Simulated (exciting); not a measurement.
Runs of exciting (release sodium) on C. Symmetry: Fd-3m, No. 227, cubic system. The conventional cell has a = 3.567 Å, b = 3.567 Å, c = 3.567 Å, α = 90.00°, β = 90.00°, γ = 90.00°. C (site symmetry -43m) is surrounded by 4 C at 1.54 Å. This isn't the form of C at room conditions, which is graphite.

| task | level | potentials or basis | k mesh | smearing | nempty | valence relativity | top of the spectrum (Ha) | broadening (Ha) | scissor shift (eV) | rgkmax | other keys | gap on the mesh (eV) |
| --- | --- | --- | --- | --- | --- | --- | --- | --- | --- | --- | --- | --- |
| single point | PBE | all-electron LAPW+lo, shipped species files, valence relativity iora* | 13 × 13 × 13 | gaussian 0.012 eV | 10 | iora* | - | - | - | 7.5 | - | 4.15 |
| band structure | PBEsol | all-electron LAPW+lo, shipped species files, valence relativity iora* | 13 × 13 × 13 | fermi-dirac 0.05 eV | 10 | iora* | - | - | - | 7.5 | - | (a) |
| density of states | TASK | all-electron LAPW+lo, shipped species files, valence relativity zora | 12 × 12 × 12 | gaussian 0.1 eV | 10 | zora | - | - | - | 6.5 | deband = 0.005; ngridk = 12 × 12 × 12 | 4.41 |
| single point | LDA | all-electron LAPW+lo, shipped species files, valence relativity iora* | 8 × 8 × 8 | gaussian 0.027 eV | 10 | iora* | - | - | - | 6.5 | - | 4.10 |

Alike in all rows: no spin polarisation; cell as given.

Task: Estimate the missing entries.

Result: (a) 4.02.

Caveats: an odd mesh through Γ misses points on the zone boundary, where band edges often lie (some runs); this version's total energy under meta-GGAs is doubtful, so none is listed (some runs).
